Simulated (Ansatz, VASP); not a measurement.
P in VASP and in Ansatz

```
CELL_PARAMETERS angstrom
1.64906 0.95209 2.69291
-1.64906 0.95209 2.69291
0.00000 -1.90417 2.69291
ATOMIC_POSITIONS crystal
P 0.25000 0.25000 0.25000
P 0.75000 0.75000 0.75000
```

Alike in both runs: functional PBEsol; dispersion D3(BJ); k mesh 16 × 16 × 16; occupations gaussian, width 0.1 eV; no spin polarisation.

Ansatz relaxed the structure, and its values are those at the end. VASP's run is a single point on that final structure, the one shown.

|  | VASP | Ansatz |
| --- | --- | --- |
| version | VASP 6.6.1 | Ansatz 0.2.0 |
| potentials or method | VASP PAW PBE potentials, release 64 (P), cutoff 520 eV | scalar-relativistic, all-electron LAPW |

```csv
,VASP,Ansatz,Ansatz less VASP
gap on the k mesh at the Fermi level (eV),none,none,-
pressure (GPa),12.6,12.5,-0.06
```

A gap of «none» marks a metal or a gap that the smearing closes. Ansatz ran all-electron here, so the differences hold the error of VASP's frozen core and of both bases. Ansatz warned: «structure_snapped_to_symmetry».

Caveats: the PAW data sets were made with another functional, which shifts forces and pressure a little (VASP); pairwise dispersion overbinds metals, which lowers pressure and volume.
